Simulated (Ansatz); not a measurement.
# Ionisation potential and electron affinity of SnO2(110) from LDA to PBE0: how the two band edges share the change of the gap

We have to decide which level of theory supplies the band edges of tin dioxide for a transparent electron contact on a light absorber. The absorber is our own choice in round numbers: conduction edge 4.5 eV and valence edge 6.0 eV below vacuum. The contact needs a gap of at least 3.0 eV, a barrier of at least 2.0 eV against holes, and a drop of 0 to 1.0 eV for electrons entering it.

Calculated are the ionisation potential and the electron affinity of clean SnO2(110), both counted downwards from the vacuum level, at eight levels on one geometry. One published ionisation potential serves as the check. Between LDA and PBE0 the gap grows by 3.754 − 1.134 = 2.620 eV, so the design depends on which edge takes up that change.

## Set-up

SnO2(110), stoichiometric: space group 136, primitive cell lengths 4.738, 4.738, 3.187 angstrom (measured); slab of 24 atoms, 16 angstrom of vacuum; outer layers relaxed under PBE, and every row uses that geometry. Ansatz 0.2.0, plane waves, soft PAW datasets at the program's default cutoffs (420 or 500 eV), with no other set listed for comparison. The slab's vacuum level is joined to the bulk band edges through the mean electrostatic potential; the remark says where edges and surface dipole come from. Starting cells come from: COD.

Notes on method and selection:

- The surface is ideal, clean and free of steps, defects and band bending; 0 K.
- Semilocal band edges lie too high (valence) and too low (conduction); the surface dipole depends on the relaxation.
- A fit is offered only where it explains over half of the variance.
- Runs whose transmission exceeds the number of channels of the lead are not listed.
- Runs that did not converge, have known faults, used another set of PAW files or may not be shown are not listed.

Columns:

- gap (eV): bulk gap at that level, equal to the ionisation potential less the electron affinity before rounding.
- ionisation potential (eV): ionisation potential, vacuum level less the bulk valence maximum.
- electron affinity (eV): electron affinity, vacuum level less the bulk conduction minimum.

Input lines of one member:

```
crystal:
  lattice:
    - [3.1865, 0.0, 0.0]
    - [0.0, 6.7005, 0.0]
    - [0.0, 0.0, 6.7005]
  atoms:
    - { symbol: O, position: [0.0, 0.3071, 0.0] }
    - { symbol: Sn, position: [0.0, 0.0, 0.0] }
    # ... 10 more atoms
hamiltonian:
  xc: pbe
kpoints:
  mp_grid: { grid: [10, 4, 4] }
scf:
  occupations: { method: fixed }
  convergence: { dr2_threshold: 1.0e-09 }
checkpoint:
  write: pbe_cut.b.run
  compress: false
```

Command (options for logging and memory left out): `ansatz run input.yaml --threads 4`

## Data

| member | gap (eV) | ionisation potential (eV) | electron affinity (eV) | remark |
| --- | --- | --- | --- | --- |
| LDA | 1.134 | 8.054 | 6.920 |  |
| PBEsol | 1.182 | 7.770 | 6.589 |  |
| PBE | 1.282 | 7.746 | 6.464 |  |
| PBE with spin-orbit coupling | 1.288 | 7.747 | 6.459 |  |
| r2SCAN | 1.958 | 8.278 | 6.320 |  |
| HSE06 | 3.038 | 9.090 | 6.052 | HSE06 bulk band edges (6x4x4 mesh) on the PBE surface dipole |
| HSE06 with spin-orbit coupling | 3.044 | 9.091 | 6.047 | HSE06 edges plus the spin-orbit change found under PBE |
| PBE0 | 3.754 | 9.491 | 5.737 | PBE0 bulk band edges (6x4x4 mesh) on the PBE surface dipole |

Least-squares fits to the whole series, with x = gap (eV); R² and errors in the fitted variable (y, or ln y where the fit is in ln y):

| y | members | fit | R² | rms residual | leave-one-out rms | the same for the mean of the others |
| --- | --- | --- | --- | --- | --- | --- |
| ionisation potential (eV) | 8 | y = 7.015 + 0.6685 x | 0.97 | 0.12 | 0.16 | 0.76 |
| electron affinity (eV) | 8 | y = 7.015 − 0.3316 x | 0.88 | 0.12 | 0.16 | 0.40 |

## The trend and its physics

Over the whole series the ionisation potential rises by 0.67 eV per eV of gap and the electron affinity falls by 0.33 eV. The two slopes add up to one by definition, so they are one result and not two. The electron affinity falls at every step of increasing gap, whereas the ionisation potential first falls from LDA to PBE and then rises.

The average of two thirds to one third hides two different steps. From PBE to HSE06 the valence edge takes 1.344 / 1.756 = 0.77 of the change, and from PBE to r2SCAN 0.532 / 0.676 = 0.79. From HSE06 to PBE0 it takes only 0.401 / 0.716 = 0.56. Both hybrids stand on the PBE surface dipole, so their shifts are those of the bulk edges alone; a response of the surface to the hybrid is left out. The r2SCAN row has its own surface dipole, so its share also contains a surface part.

The likely reason for the first step is self-interaction. Short-range exact exchange lowers the compact O 2p states at the valence maximum more than it raises the spread-out, mainly Sn 5s state at the conduction minimum.

The second step adds the long-range part of the exchange. For slowly varying exchange it opens the gap by about

$$\Delta \approx a\,\frac{2\omega}{\sqrt{\pi}}\,E_h ,$$

with $a$ = 0.25, $\omega$ = 0.11 per bohr and $E_h$ = 27 eV: 0.25 × 2 × 0.11 × 27 / 1.8 = 0.8 eV, close to the 0.716 eV found. Exact exchange pulls down the occupied states only, while the semilocal exchange that it replaces had lowered both edges. The result is a nearly even split.

Spin-orbit coupling changes the PBE gap by 0.006 eV, which is of no weight here.

## Residuals

Largest departures from the fit to the whole series:

| member | ionisation potential (eV) | fit | computed − fit | in rms residuals |
| --- | --- | --- | --- | --- |
| LDA | 8.054 | 7.773 | +0.281 | 2.3 |
| PBE with spin-orbit coupling | 7.747 | 7.876 | −0.129 | 1.1 |
| PBE | 7.746 | 7.872 | −0.126 | 1.0 |
| r2SCAN | 8.278 | 8.324 | −0.046 | 0.4 |

LDA lies 0.281 eV above the fitted ionisation potential, or 2.3 rms residuals. Compared with PBEsol, its gap is only 0.048 eV smaller, yet its ionisation potential is 0.284 eV and its electron affinity 0.331 eV larger. Both edges have therefore moved down together against vacuum, which no rule based on the gap can describe. Relaxation is not the cause, since the geometry is the same. The sign agrees with the general experience that LDA binds electrons at surfaces more strongly than gradient-corrected functionals do. We accept the row as an LDA result, but not as evidence on how the gap is shared.

PBE0 lies close to the line, but its unscreened exchange converges slowly with the k-point mesh. On the 6x4x4 mesh an error of roughly 0.1 eV is possible, enough to alter the split between HSE06 and PBE0 somewhat.

## Experiment

| member | quantity | measured | computed | computed − measured | conditions | source |
| --- | --- | --- | --- | --- | --- | --- |
| HSE06 with spin-orbit coupling | ionisation potential (eV) | 8.5 | 9.091 | +0.591 | Literature value used as the vacuum-level reference | [1] |

Sources:

[1] "Shallow Valence Band of Rutile GeO$_2$ and P-type Doping" (2020, arXiv:2011.08928)

HSE06 with spin-orbit coupling gives an ionisation potential 0.591 eV above the published 8.5 eV. Against the same value r2SCAN is nearest, at 8.278 − 8.5 = −0.222 eV, and PBE0 is furthest, at 9.491 − 8.5 = 0.991 eV. The good result of r2SCAN comes with a gap that is far too small, so it does not extend to the conduction edge. A single measured number cannot test how the gap is shared.

The gap error of HSE06 does not explain its excess, since a wider gap would normally deepen the valence edge further. A possible source is the surface dipole of the slab. After relaxation its two faces are unlike and have different vacuum levels, and one of them was used throughout. The other face has the higher vacuum level and would enlarge the excess, so the choice of face does not explain it. A differently relaxed surface could still shift the dipole by some tenths of an eV, in a direction that the table does not show. Thermal motion in the sample probably raises the valence edge and could account for roughly 0.1 eV of the excess. The line-up has an error of its own: the mean potential inside this thin slab is not level, and it varies by less than the excess but by more than the thermal part. The slab runs also warned that the exchange-correlation potential is rough where the density is thin; what this does to the surface dipole is not known.

The published 8.5 eV is not a sharp value. Its source, a study of another oxide that needed a vacuum-level reference, also gives a range of ionisation potentials for SnO2. Both hybrids lie above the whole range, so the sign of their excess stands, but its size does not. Nor does the order of the levels: r2SCAN is nearest to 8.5 eV, but HSE06 is nearer to the upper end of the range. The facet, oxidation and cleanness of the sample are not shown in the table.

## Meeting the brief

The rows are eight descriptions of one surface, so a row that fails the brief may show a fault of the level and not of the oxide. The absorption limit, the hole barrier and the electron drop follow from the gap $E_g$, the ionisation potential $I$ and the electron affinity $A$, all in eV:

$$\lambda = 1240/E_g\ \text{nm},\qquad \Phi_h = I - 6.0,\qquad \Delta_e = A - 4.5 .$$

The five semilocal rows fail on the gap; the best of them, r2SCAN, could absorb from 1240 / 1.958 = 633 nm. The hybrids pass, with 1240 / 3.044 = 407 nm for HSE06 with spin-orbit coupling and 1240 / 3.754 = 330 nm for PBE0. These are upper limits to the wavelength: the lowest transition of SnO2 is dipole-forbidden, so strong absorption starts at shorter wavelengths.

As calculated, the hole barriers are 9.091 − 6.0 = 3.091 eV for HSE06 with spin-orbit coupling and 9.491 − 6.0 = 3.491 eV for PBE0, both ample. The electron drops, 6.047 − 4.5 = 1.547 eV and 5.737 − 4.5 = 1.237 eV, are too large.

The published ionisation potential can change this verdict. Measured against 8.5 eV, the calculated values are too large by 0.591 and 0.991 eV. If the same shift applies to both edges, the hole barrier becomes 8.5 − 6.0 = 2.5 eV for either level. The drops become 6.047 − 0.591 − 4.5 = 0.956 eV and 5.737 − 0.991 − 4.5 = 0.246 eV, so both levels would meet the brief if 8.5 eV were exact.

**Our pick is the PBE0 gap, hung from the literature ionisation potential**, because HSE06 is known to leave the gap of this oxide too small and PBE0 comes nearer. HSE06 with spin-orbit coupling is the runner-up. This is a choice of band edges to work with; it does not show that the contact meets the brief.

With the PBE0 gap, the contact fails if the true ionisation potential is below 3.754 + 4.5 = 8.254 eV, where electrons would meet a step upwards. With the HSE06 gap it fails above 3.044 + 4.5 + 1.0 = 8.544 eV. The margins are 8.5 − 8.254 = 0.246 eV and 8.544 − 8.5 = 0.044 eV, and the range given in the source reaches past both limits. Its lower end also misses the hole barrier, which needs an ionisation potential of 6.0 + 2.0 = 8.0 eV. On this evidence the brief is neither met nor failed. Bonds at the real interface can shift the alignment by several tenths of an eV in either direction, more than either margin. The slab also has states inside the bulk gap; if a real contact has them too, they could let holes through despite the barrier.

## Conclusions

For this surface, with the PBE surface dipole kept, most of the calculated gap correction from PBE to the hybrids goes into a deeper valence edge; only the step from screened to unscreened exchange is shared almost evenly. Moving the conduction edge of PBE alone would therefore depart from the hybrids at both edges. Experiment does not confirm this split. In our pick, which takes its valence edge from the published value, that edge has only (8.5 − 7.746) / (3.754 − 1.282) = 0.31 of the change, and the share moves with the value chosen.

The ionisation potentials span 1.745 eV, and we know of no omitted effect that surely exceeds this. Two can exceed the 0.401 eV between HSE06 and PBE0: loss of surface oxygen and adsorbed water. Both usually lower the ionisation potential, by roughly a few tenths of an eV up to 1 eV.

Whether the contact meets the brief remains open. To decide it, the ionisation potential of the surface actually used and its alignment with the absorber must be measured.

[Logs are printed without paths, hosts, clocks, repeated set-up lines and the standing remarks that a program may print on its own settings, such as how far it seeks lower states.]
